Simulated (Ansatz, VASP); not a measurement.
# HfO2: VASP beside Ansatz

```xyz
3
Lattice="0.0000 2.5292 2.5292 2.5292 0.0000 2.5292 2.5292 2.5292 0.0000" Properties=species:S:1:pos:R:3 pbc="T T T"
Hf    0.0000    0.0000    0.0000
O     1.2646    1.2646    1.2646
O     3.7938    3.7938    3.7938
```

Measurements of this composition are mostly on another form, of space group No. 14.

Alike in both runs: task single point; functional PBE; k mesh 8 × 8 × 8; occupations fermi-dirac, width 0.02 eV; no spin polarisation.

|  | VASP | Ansatz |
| --- | --- | --- |
| version | VASP 6.6.1 | Ansatz 0.2.0 |
| potentials or method | VASP PAW PBE potentials, release 64 (Hf_pv, O) | plane waves, PAW |
| plane-wave cutoff (eV) | 520 | 420 |
| valence electrons in the cell | 22 | 38 |

```tsv
	VASP	Ansatz	Ansatz less VASP
gap on the k mesh at the Fermi level (eV)	3.82	3.80	-0.017
pressure (GPa)	2.1	6.0	+3.85
```

With one functional, cell and mesh, what is left measures potentials, basis and numerics. The two sets of potentials don't hold the same shells in valence.

Caveats: spin-orbit coupling is left out, which moves the levels of the heavy elements. A k mesh can miss the band edges. Expect the measured gap to be larger: semilocal functionals such as PBE lack the derivative discontinuity.
